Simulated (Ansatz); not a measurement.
# CuO (P1) in Ansatz: notebook, part 2 of 2

Ansatz 0.2.0.

**5. Band structure, PBE**

Input file input.yaml:

```yaml
crystal:
  lattice:
    - [2.30557528, -1.72961264, 0.07280659]
    - [2.31575566, 1.7435441, 0.04814864]
    - [-0.70809278, -0.03896755, 5.12906913]
  atoms:
    - { symbol: Cu, position: [0.01425322, 0.47964541, 0.06043223] }
    - { symbol: Cu, position: [0.47087971, 0.15406821, 0.47412017] }
    - { symbol: O, position: [0.56926815, 0.29603286, 0.26394272] }
    - { symbol: O, position: [0.44559892, 0.57025351, 0.70150487] }
hamiltonian:
  xc: pbe
  pseudopotentials: { kind: nc, accuracy: stringent }
kpoints:
  mp_grid: { grid: [10, 10, 5] }
  band_path:
    path:
      - [[0.0, 0.0, 0.5], [0.0, 0.0, 0.0], [-0.5, 0.0, 0.0]]
      - [[-0.5, 0.0, 0.5], [0.0, 0.0, 0.0], [0.0, -0.5, 0.0]]
      - [[0.0, -0.5, 0.5], [0.0, 0.0, 0.0], [-0.5, -0.5, 0.0]]
      - [[-0.5, -0.5, 0.5], [0.0, 0.0, 0.0]]
    npoints: 14
scf:
  occupations: { method: fermi_dirac, width: 0.05 }
  n_extra_bands: 10
output:
  forces: true
  stress: true
  eigenvalues: true
  fatbands: false
  write_density: true
  write_potential: true
  elf: true
  volumetric_format: npy
```

Potentials or basis: PseudoDojo stringent (PBE files).

On the command line:

```sh
$ ansatz run input.yaml --threads 2 --pin off --max-ram 5632MiB --backend cpu --events-out ev --progress --plain --runs-dir out
```

What it wrote:

```text
Warning: RAYON_NUM_THREADS=2 ignored (pool sized by the plan → 2); use --threads N
scf.n_extra_bands = 10 over 25 filled bands (N_el = 50.0): the run solves 35 bands
Engine: ansatz 0.2.0, aarch64-unknown-linux-gnu
Pseudopotentials: kind: nc
Pseudopotential: Cu, nc, valence charge 19, recommended cutoff 1414.992085 eV (normal), Cu.nc.azcp (PseudoDojo's, or run here from an input of PseudoDojo's; its table is named by hamiltonian.pseudopotentials.accuracy)
Pseudopotential: O, nc, valence charge 6, recommended cutoff 1251.723767 eV (normal), O.nc.azcp (PseudoDojo's, or run here from an input of PseudoDojo's; its table is named by hamiltonian.pseudopotentials.accuracy)
Functional definition: PBE
  parameter kappa = 0.804
  parameter beta = 0.06672455060314922
  exchange = pbe_x(kappa = kappa, mu = beta*pi^2/3)
  correlation = pbe_c(beta = beta)
Crystal: 4 atoms, lattice volume = 41.309 Å³
Basis set: ecut = 1414.992085 eV, 4989 PW (Γ), exchange–correlation on 72×72×128 points (8 copies of the dense FFT grid, shifted against one another)
Bands: 35, of which v1, the nominal top of the filled ones, is band 25 counted from 1 (24 counted from 0)
Symmetry: 1 space group operations
Space group: P1 (ITA 1), of the structure as read, at distance tolerance 3.5e-5 Å
k-points: 252 of 500 (time reversal used)
Non-local potential: Cu, projectors of the file, l = 0: 2, l = 1: 2, l = 2: 2
Non-local potential: O, projectors of the file, l = 0: 2, l = 1: 2, l = 2: 1
Initial density: superposition of atomic densities (chi_scale 0.1, normalization cell, long waves kept (reshape's long-wave potential 0.16 eV rms))
Initial wavefunctions: pseudopotential atomic-orbital guess
Functional: x = pbe(κ = 0.804, μ = 0.2195149727645171), c = pbe(β = 0.06672455060314922)
SCF iter   1: F=—  HF=-11411.739935 eV  |F-HF|=—  |Δ(HF+E_count)|=         —  Δρ=1.98e-1  dr2=8.50e0  ethr=3.10e-3  ⟨swp⟩=6.6  Hψ=40659  notcnv=0  defer=38
preconditioner: auto → LDOS  [metal: Δε(μ)=0.015 eV  Ē_g=16.609 eV  σ=0.050 eV  W_gap=0.07  n_scr=18 (ndim 8)  ℏωp=33.7 eV  f_vac=0.016  D(μ)=0.75/eV (n_scr^D=2)  β→1.0]
SCF iter   2: F=—  HF=-11412.893221 eV  |F-HF|=—  |Δ(HF+E_count)|=    1.15e0  Δρ=3.41e-1  dr2=3.54e1  ethr=3.10e-3  ⟨swp⟩=3.0  Hψ=20038  notcnv=0  defer=899  recentre
SCF iter   3: F=—  HF=-11410.657692 eV  |F-HF|=—  |Δ(HF+E_count)|=    2.24e0  Δρ=1.10e-1  dr2=2.77e0  ethr=3.10e-3  ⟨swp⟩=3.0  Hψ=19905  notcnv=0  defer=839
SCF iter   4: F=—  HF=-11410.256563 eV  |F-HF|=—  |Δ(HF+E_count)|=   4.01e-1  Δρ=1.84e-2  dr2=8.08e-2  ethr=3.10e-3  ⟨swp⟩=2.0  Hψ=12389  notcnv=0  defer=866
SCF iter   5: F=—  HF=-11410.247856 eV  |F-HF|=—  |Δ(HF+E_count)|=   8.71e-3  Δρ=3.38e-3  dr2=2.68e-3  ethr=1.62e-4  ⟨swp⟩=2.0  Hψ=10348  notcnv=0  defer=870
SCF iter   6: F=—  HF=-11410.247466 eV  |F-HF|=—  |Δ(HF+E_count)|=   3.90e-4  Δρ=9.97e-4  dr2=3.57e-4  ethr=5.36e-6  ⟨swp⟩=2.3  Hψ=10789  notcnv=0  defer=870
SCF iter   7: F=—  HF=-11410.247415 eV  |F-HF|=—  |Δ(HF+E_count)|=   5.16e-5  Δρ=5.79e-4  dr2=1.12e-4  ethr=7.14e-7  ⟨swp⟩=1.2  Hψ=8079  notcnv=0  defer=870
SCF iter   8: F=—  HF=-11410.247399 eV  |F-HF|=—  |Δ(HF+E_count)|=   1.57e-5  Δρ=9.00e-5  dr2=2.25e-6  ethr=2.24e-7  ⟨swp⟩=1.0  Hψ=7957  notcnv=0  defer=870
SCF iter   9: F=—  HF=-11410.247756 eV  |F-HF|=—  |Δ(HF+E_count)|=   3.57e-4  Δρ=2.54e-5  dr2=5.74e-8  ethr=2.00e-10  ⟨swp⟩=14.2  Hψ=76172  notcnv=0
SCF iter  10: F=-11410.247756 eV  HF=-11410.247756 eV  |F-HF|=1.46e-8  |Δ(HF+E_count)|=   1.78e-8  Δρ=7.57e-6  dr2=1.63e-8  ethr=1.15e-10  ⟨swp⟩=6.0  Hψ=52678  notcnv=0
SCF 1 converged in 10 iterations: F = -11410.247756 eV  dr2 = 1.63e-8
NSCF: frozen V_eff on 102 k-points
SCF converged after 10 iterations
Free energy (F): -11410.247756 eV
Harris-Foulkes:  -11410.247756 eV  (|F-HF|=1.46e-8)
Internal energy: -11410.226548 eV  (E = F + TS)
E sigma→0 (E₀):  -11410.237152 eV
Entropy (-TS):   -0.021207 eV (-5.302 meV/atom)
Fermi energy:    12.551425 eV
--- Per-component energies (eV) ---
  E_band       = -900.852881
  E_kinetic    = 5669.484127
  E_local      = -11355.382807  (includes V_loc(G=0)·N_el)
  E_nonlocal   = -2127.760652
  E_hartree    = 4253.180124
  E_xc         = -1547.371915
  E_vxc        = -1593.547796  (∫ρ·V_xc dr)
  E_ewald      = -6302.375426
  E_smearing   = -0.021207  (= −TS)
  E_closure    = -0.000000  (closes the sum)
  Σ components = -11410.247756   (vs F -11410.247756, Δ=0.00e0)
--- Forces (eV/Å), atoms counted from 1 ---
  atom   1  Cu     0.10844711     1.17444804    -3.42229120
  atom   2  Cu   -26.62252849    -7.08647596    31.82188786
  atom   3  O     22.99393013     2.33331582   -34.65151044
  atom   4  O      3.52015334     3.57870369     6.25190169
  max |Σ_I F_I| component: 1.21e-5 eV/Å
--- Stress (GPa, compression-positive) ---
       88.081960      10.283326     -77.927118
       10.283326      28.227223       2.004627
      -77.927118       2.004627     176.457251
  P = ⅓ Tr σ = 97.5888 GPa (975.888 kbar)
--- Band table (eV; the first three rows and the last of 252) ---
  k-point 0: bands = ["-102.6984", "-99.7802", "-61.2576", "-60.0444", "-59.4270", "-57.2940", "-57.2295", "-57.0946", "-10.1021", "-6.4826", "1.9586", "2.9783", "3.4153", "5.4540", "7.4718", "7.5614", "8.4199", "8.9201", "9.8983", "10.1161", "10.2819", "10.5166", "10.8149", "12.2540", "12.6753", "12.8000", "13.9625", "18.8567", "19.0332", "24.7736", "27.2589", "28.4319", "28.8589", "30.1407", "30.5532"]
  k-point 1: bands = ["-102.6984", "-99.7802", "-61.2576", "-60.0444", "-59.4270", "-57.2940", "-57.2295", "-57.0946", "-10.0900", "-6.5083", "1.9018", "3.0009", "3.4170", "5.6252", "7.4731", "7.5891", "8.4521", "8.8621", "9.7892", "10.1010", "10.2516", "10.5757", "10.8672", "12.0435", "12.5891", "12.7831", "14.3463", "17.4532", "20.6749", "24.6496", "27.0743", "27.5651", "28.8634", "30.1369", "30.5066"]
  k-point 2: bands = ["-102.6984", "-99.7802", "-61.2576", "-60.0444", "-59.4270", "-57.2940", "-57.2295", "-57.0946", "-10.0702", "-6.5501", "1.8220", "3.0258", "3.4201", "5.9284", "7.4587", "7.6882", "8.4419", "8.7647", "9.6740", "10.0251", "10.2569", "10.4027", "11.1847", "11.8048", "12.4476", "12.7722", "14.9230", "16.4304", "22.3270", "24.4081", "25.6665", "27.6364", "28.5063", "30.1123", "30.3145"]
  k-point 251: bands = ["-102.6970", "-99.7787", "-61.2599", "-60.0543", "-59.4358", "-57.3052", "-57.2359", "-57.0991", "-9.4769", "-5.8557", "2.2319", "2.5847", "3.1355", "6.3233", "6.3556", "7.4309", "8.5333", "9.1018", "9.6602", "9.7561", "10.3318", "10.6205", "10.7897", "11.1704", "11.6261", "12.9208", "16.8825", "18.3537", "20.0789", "21.3178", "22.6646", "25.1491", "25.8891", "27.5839", "29.4422"]
```

It took 2.7 min on 2 threads of Arm Neoverse V1, shared host; peak memory 1.4 GiB.

What came out:

```
Free energy            : -11410.2478 eV
Pressure               : 97.6 GPa
Largest force          : 42.090 eV/Å
Band gap on the k mesh : none (metal or under the smearing width)
```

Forces in eV/Å, atoms in the order of the input:
```
Cu    0.108   1.174  -3.422
Cu  -26.623  -7.086  31.822
O    22.994   2.333 -34.652
O     3.520   3.579   6.252
```

Levels at the corners of the path, in eV from the Fermi level:
| point | band 22 | band 23 | band 24 | band 25 | band 26 | band 27 |
| --- | --- | --- | --- | --- | --- | --- |
| X | -2.19 | -1.32 | -0.75 | -0.16 | 0.23 | 2.49 |
| Γ | -2.03 | -1.74 | -0.30 | 0.12 | 0.25 | 1.41 |
| Y | -2.21 | -1.92 | -1.57 | 0.08 | 0.61 | 3.92 |
| L | -2.06 | -1.80 | -0.87 | -0.62 | 0.02 | 4.68 |
| Γ | -2.03 | -1.74 | -0.30 | 0.12 | 0.25 | 1.41 |
| Z | -2.03 | -1.49 | -1.28 | -0.06 | 0.36 | 4.60 |
| N | -1.98 | -1.68 | -1.22 | -0.15 | 0.55 | 4.22 |
| Γ | -2.03 | -1.74 | -0.30 | 0.12 | 0.25 | 1.41 |
| M | -2.19 | -1.79 | -1.48 | -1.13 | 0.97 | 3.64 |
| R | -1.93 | -1.74 | -1.34 | -0.92 | 0.30 | 4.45 |
| Γ | -2.03 | -1.74 | -0.30 | 0.12 | 0.25 | 1.41 |

Caveat: the cell as given lies far from equilibrium; the run has no spin polarisation, though such a crystal can be magnetic; semilocal functionals often make such compounds metallic where correlation or magnetic order opens a gap, which also shifts bond lengths; forces of over 1 eV/Å show positions far from the minimum, so gaps and moduli don't describe the material at rest.

**6. The runs side by side**

```csv
potentials or basis,cutoff (eV),gap on the mesh (eV),pressure (GPa),largest force (eV/Å)
JTH PAW,1380,none,97.7,41.79
SPMS NC,1034,none,99.3,42.62
PseudoDojo standard (PBE files),1252,none,97.7,42.10
PseudoDojo stringent (PBE files),1415,none,97.6,42.09
```

Alike in all rows: task band structure; level PBE; no spin polarisation; cell all atoms moved at random, sigma 0.25 Å a component, cell strained at random, sigma 0.03; k mesh 10 × 10 × 5; smearing fermi-dirac 0.05 eV.

Caveats: the cell as given lies far from equilibrium; the run has no spin polarisation, though such a crystal can be magnetic; semilocal functionals often make such compounds metallic where correlation or magnetic order opens a gap, which also shifts bond lengths; forces of over 1 eV/Å show positions far from the minimum, so gaps and moduli don't describe the material at rest.

Total energies depend on the potentials used, so only differences within one code and one set of settings carry meaning.
